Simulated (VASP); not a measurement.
A VASP 6.6.1 single-point calculation on BAs

INCAR

```
NELM = 92
IBRION = -1
LREAL = .FALSE.
METAGGA = R2SCAN
NBANDS = 11
LCHARG = .FALSE.
LWAVE = .FALSE.
NSW = 0
ISIF = 2
NELECT = 12
PREC = Accurate
ISMEAR = 0
ENCUT = 520
EDIFF = 1E-7
SIGMA = 0.01
ALGO = Normal
LASPH = .TRUE.
```

KPOINTS

```
KPOINTS created by Atomic Simulation Environment
0
Gamma
10 10 10
0 0 0
```

POSCAR

```
B  As
 1.0000000000000000
     0.0000000000000000    2.2701215427000001    2.4479674292000002
     2.2701215427000001    0.0000000000000000    2.4479674292000002
     2.2701215427000001    2.2701215427000001    0.0000000000000000
 B   As
   1   1
Cartesian
  0.0000000000000000  0.0000000000000000  0.0000000000000000
  1.1350607713500001  1.1350607713500001  1.2239837146000001
```

The recommended PBE PAW datasets give the neutral cell 8 valence electrons.

Command

```
mpirun -np 1 vasp_std
```

OSZICAR

```
N       E                     dE             d eps       ncg     rms          rms(c)
DAV:   1     0.623265533129E+02    0.62327E+02   -0.62996E+03  2244   0.105E+03
DAV:   2     0.189588289651E+02   -0.43368E+02   -0.41239E+02  2985   0.171E+02
DAV:   3     0.175399093072E+02   -0.14189E+01   -0.13928E+01  2808   0.285E+01
DAV:   4     0.175336079029E+02   -0.63014E-02   -0.63004E-02  2505   0.178E+00
DAV:   5     0.175335874781E+02   -0.20425E-04   -0.20426E-04  2752   0.895E-02    0.142E+01
DAV:   6     0.193293065432E+02    0.17957E+01   -0.85149E+00  2538   0.201E+01    0.554E+00
DAV:   7     0.194655811501E+02    0.13627E+00   -0.30959E-01  2767   0.435E+00    0.262E+00
DAV:   8     0.195126900853E+02    0.47109E-01   -0.50469E-02  2421   0.215E+00    0.239E-01
DAV:   9     0.195127984384E+02    0.10835E-03   -0.12578E-03  2643   0.302E-01    0.109E-01
DAV:  10     0.195126763477E+02   -0.12209E-03   -0.10421E-03  2419   0.245E-01    0.345E-02
DAV:  11     0.195127208788E+02    0.44531E-04   -0.11514E-04  2487   0.841E-02    0.612E-03
DAV:  12     0.195127189297E+02   -0.19492E-05   -0.37567E-06  2673   0.177E-02    0.425E-03
DAV:  13     0.195127177009E+02   -0.12287E-05   -0.32873E-06  2436   0.154E-02    0.170E-03
DAV:  14     0.195127175708E+02   -0.13014E-06   -0.10630E-07  1647   0.286E-03    0.994E-04
DAV:  15     0.195127175564E+02   -0.14406E-07   -0.14140E-07  1517   0.360E-03
   1 F= 0.19512718E+02 E0= 0.19512749E+02  d E =-.638383E-04
```

From OUTCAR

```
k-points           NKPTS =    102   k-points in BZ     NKDIM =    102   number of bands    NBANDS=     11

   NELECT =      12.0000    total number of electrons

   dimension x,y,z NGX =    28 NGY =   28 NGZ =   24
   dimension x,y,z NGXF=    56 NGYF=   56 NGZF=   48

  energy-cutoff  :      520.00
  volume of cell :       25.23
      direct lattice vectors                 reciprocal lattice vectors
     0.000000000  2.270121543  2.447967429    -0.220252524  0.220252524  0.204251084
     2.270121543  0.000000000  2.447967429     0.220252524 -0.220252524  0.204251084
     2.270121543  2.270121543  0.000000000     0.220252524  0.220252524 -0.204251084

 k-points in reciprocal lattice and weights: KPOINTS created by Atomic Simulation Env
   0.00000000  0.00000000  0.00000000       0.001
   0.10000000  0.00000000  0.00000000       0.008
   0.20000000  0.00000000  0.00000000       0.008
   0.30000000  0.00000000  0.00000000       0.008
   0.40000000  0.00000000  0.00000000       0.008
   0.50000000  0.00000000  0.00000000       0.004
   0.10000000  0.10000000  0.00000000       0.002
   0.20000000  0.10000000  0.00000000       0.008
   ...

 E-fermi :  11.8199

 k-point     1 :       0.0000    0.0000    0.0000
  band No.  band energies     occupation
      1     -11.5232      2.00000
      2       5.5314      2.00000
      3       6.3789      2.00000
      4       6.3789      2.00000
      5       8.9848      2.00000
      6       8.9848      2.00000
      7       9.4608      2.00000
      8      11.9151      0.00000
      9      14.9186      0.00000
     10      17.7755      0.00000
     11      18.3472      0.00000

 k-point     2 :       0.1000    0.0000    0.0000
  band No.  band energies     occupation
      1     -11.3299      2.00000
      2       4.2913      2.00000
      3       5.4524      2.00000
      4       5.9916      2.00000
      5       9.2313      2.00000
      6       9.5364      2.00000
      7      10.0355      2.00000
      8      12.6639      0.00000
      9      15.7573      0.00000
     10      16.5868      0.00000
     11      18.6850      0.00000

 k-point     3 :       0.2000    0.0000    0.0000
  band No.  band energies     occupation
      1     -10.7561      2.00000
      2       1.5421      2.00000
      3       4.5964      2.00000
      4       5.3491      2.00000
      5       9.1003      2.00000
      6      10.4973      2.00000
      7      10.6679      2.00000
      8      14.0180      0.00000
      9      15.9765      0.00000
     10      17.4240      0.00000
     11      17.4816      0.00000

 k-point     4 :       0.3000    0.0000    0.0000
  band No.  band energies     occupation
      1      -9.8297      2.00000
      2      -1.1662      2.00000
      3       3.9011      2.00000
      4       4.8378      2.00000
      5       8.7601      2.00000
      6      10.8212      2.00000
      7      11.0279      2.00000
      8      14.6165      0.00000
      9      16.8114      0.00000
     10      17.6864      0.00000
     11      18.3384      0.00000

 k-point     5 :       0.4000    0.0000    0.0000
  band No.  band energies     occupation
      1      -8.6652      2.00000
      2      -3.4472      2.00000
      3       3.4588      2.00000
      4       4.5320      2.00000
      5       8.4889      2.00000
      6      10.7236      2.00000
      7      11.0132      2.00000
      8      14.3248      0.00000
      9      18.3349      0.00000
     10      19.2898      0.00000
     11      20.3841      0.00000

 ...

  Total       54.8868990     54.8868990     55.7841675      0.0000000      0.0000000      0.0000000
  in kB     3485.3422101   3485.3422101   3542.3191548      0.0000000      0.0000000      0.0000000
  external PRESSURE =    3504.3345250 kB  Pullay stress =       0.0000000 kB

 POSITION                                       TOTAL-FORCE (eV/Angst)
 -----------------------------------------------------------------------------------
      0.00000      0.00000      0.00000         0.000000      0.000000     -0.000000
      1.13506      1.13506      1.22398        -0.000000     -0.000000      0.000000
 -----------------------------------------------------------------------------------
    total drift:                                0.000001      0.000001      0.000008

  FREE ENERGIE OF THE ION-ELECTRON SYSTEM (eV)
  ---------------------------------------------------
  free  energy   TOTEN  =        19.5127175564 eV

  energy  without entropy=       19.5127813946  energy(sigma->0) =       19.51274948
```

It converged. Results: pressure 350.4 GPa.

These settings aren't sound, so the numbers aren't properties of the crystal.

The fault: wrong number of electrons.

On sound settings r²SCAN gives a gap of 0.65 eV on its mesh and a pressure of 13.9 GPa for the intended cell.

The run took about 52 s on one core of a shared host (Intel Xeon 6975P-C) and held 0.17 GiB at most.
